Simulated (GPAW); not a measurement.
Runs of GPAW 26.7.0 on ZnS (Wurtzite-4H). It takes space group P6_3mc (No. 186, hexagonal). Conventional cell: a = 3.823 Å, b = 3.823 Å, c = 12.520 Å, α = 90.00°, β = 90.00°, γ = 120.00°. Around Zn (site symmetry 3m) lie 4 S at 2.34 to 2.35 Å. Zn (site symmetry 3m) has 4 S at 2.34 to 2.35 Å as nearest neighbours. Around S (site symmetry 3m) lie 4 Zn at 2.34 to 2.35 Å. Around S (site symmetry 3m) lie 4 Zn at 2.34 to 2.35 Å. 

```tsv
task	level	potentials or basis	k mesh	cutoff (eV)	smearing	maxiter	band path	band points	kernel	response ecut	mesh quality	gap on the mesh (eV)	pressure (GPa)	largest force (eV/Å)
band structure	PBE	GPAW PAW data sets (gpaw-data 1.2.1), pw	5 × 5 × 2	600	fermi-dirac 0.05 eV	150	GMKGALHA,LM,KH	60	-	-	not flagged	2.12	1.4	0.05
eps q	r2SCAN	GPAW PAW data sets (gpaw-data 1.2.1), newer versions, pw	7 × 7 × 2	450	fermi-dirac 0.001 eV	150	-	-	RPA	80 eV	not flagged	2.69	-	-
Wannier functions	C09-vdW	GPAW PAW data sets (gpaw-data 1.2.1), pw	8 × 8 × 3	600	fermi-dirac 0.05 eV	150	-	-	-	-	not flagged	(a)	-	0.05
band structure	LDA	the program's PAW data sets (release 1.2.1) made for this functional, pw	5 × 5 × 2	600	fermi-dirac 0.05 eV	150	GMKGALHA,LM,KH	60	-	-	not flagged	(c)	-5.1	0.04
single point	LDA	the program's PAW data sets (release 1.2.1) made for this functional, pw	7 × 7 × 2	450	fermi-dirac 0.05 eV	120	-	-	-	-	not flagged	1.88	-5.6	0.04
single point	PBE	SG15 ONCV 1.2, pw	4 × 4 × 2	800	fermi-dirac 0.05 eV	80	-	-	-	-	coarse	2.12	-2.5	-
band structure	PBEsol	PAW data sets generated in the run's folder for this functional, pw	5 × 5 × 2	600	fermi-dirac 0.05 eV	150	GMKGALHA,LM,KH	60	-	-	not flagged	1.98	-2.2	0.04
single point	PBE	GPAW PAW data sets (gpaw-data 1.2.1), pw	8 × 8 × 3	600	gaussian 0.015 eV	150	-	-	-	-	not flagged	2.12	(b)	0.04
```

Alike in all rows: no spin polarisation; cell as given.

Problem. Estimate the missing entries.

Solution. (a) 2.08; (b) 1.3; (c) 1.87.

Caveats: some runs use coarse meshes; an odd mesh through Γ misses points on the zone boundary, where band edges often lie (some runs); the PAW data sets were made with another functional, which shifts forces and pressure a little (some runs); response on these states lacks terms of the Hamiltonian (some runs); the cutoff is short for stress and forces, so pressures can be off by a GPa or more (some runs); the forces don't sum to zero, a sign of grid noise (some runs).

Not every run made on this cell is shown here.
